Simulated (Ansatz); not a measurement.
A 2-atom cell of MgO started from a crystallographic database, relaxed with r2SCAN in the plane-wave code Ansatz: the symmetry is Fm-3m (No. 225, cubic); a = 4.204 Å in the conventional setting, 9.29 Å³ an atom. Mg is surrounded by 6 O at 2.10 Å; O is surrounded by 6 Mg at 2.10 Å. The primitive cell holds 2 atoms in 18.58 Å³. Spin-unpolarised throughout; all numbers are computed.

Computed values: PBE gives a gap of 4.80 eV and PBE0 (25 % exact exchange) 7.28 eV; one over PBE's mean ε∞ is 0.313. HSE06 (8×8×8) gives a least gap of 6.54 eV, direct. In PBE's bands the lowest conduction level rises by 0.233 eV from Γ to the point 0.1494 1/Å along Γ–X; the direct gap at Γ is 4.80 eV. PBEsol's static dielectric constant, on its own cell, is 10.4. r2SCAN's ε∞ is 3.00. On the PBEsol cell (Ω = 18.71 Å³ for two atoms) PBEsol gives ω_TO = 387.5 cm⁻¹, Z* = ±1.980 and ε∞ = 3.246.

**Taking the gap as linear in the share of unscreened exchange, estimate the gap of the hybrid whose share is 1/ε∞.** The slope is (7.28 − 4.80)/0.25 = 9.92 eV per unit share, so E_g ≈ 4.80 + 9.92 × 0.313 = 7.90 eV. The run with that share gives 7.92 eV (8×8×8 mesh), +0.02 eV from the straight line.

**At what wavelength does absorption set in by HSE06, excitons left aside?** λ = 1239.84 eV nm/E: 190 nm for the least gap. That lies in the ultraviolet, so by this gap the crystal is transparent to visible light.

**Estimate the electron mass at Γ from the rise of PBE's conduction level.** A parabola gives m*/mₑ = (ħ²/2mₑ) k²/ΔE = 3.810 × 0.1494²/0.233 = 0.365. The band flattens away from Γ; with E(1 + E/E_g) = ħ²k²/2m* the mass at the edge is 0.365/(1 + 0.233/4.80) = 0.348 (1/E_g is only a rough value for the bending). It is PBE's mass, and a gap that is too small makes it too light.

**With that mass, what binding energy and radius does a hydrogenic donor have?** E_D = 13.606 eV × m*/ε⁰² = 13.606 × 0.348/10.4² = 44 meV; a_D = 0.529 Å × ε⁰/m* = 16 Å. That spans several cells, as the model needs; central-cell and polaron corrections are left out.

**What refractive index and reflectivity at normal incidence follow, below the gap and above the phonons?** n = √3.00 = 1.732; R = ((n − 1)/(n + 1))² = (0.732/2.732)² = 7.2 % a face.

**Work out the longitudinal frequency.** ω_LO² − ω_TO² = 4π Z*² e²/(ε∞ μ Ω), with μ = 24.30×16.00/40.30 = 9.648 u and e² = 14.400 eV Å; √(eV/(u Å²)) is 521.47 cm⁻¹. That gives 3.29e+05 cm⁻², so ω_LO = √(387.5² + 3.29e+05) = 692.4 cm⁻¹; the program prints 692.4.

**What static dielectric constant follows from Lyddane-Sachs-Teller, and how strong is the polar coupling 1/ε∞ − 1/ε⁰?** ε⁰ = ε∞ (ω_LO/ω_TO)² = 3.246 × (692.4/387.5)² = 10.36 (the run: 10.36). 1/ε∞ − 1/ε⁰ = 0.3081 − 0.0965 = 0.2116, the factor that enters the Fröhlich constant.

The meshes of the hybrids are coarse, so their gaps aren't converged to the digits shown.
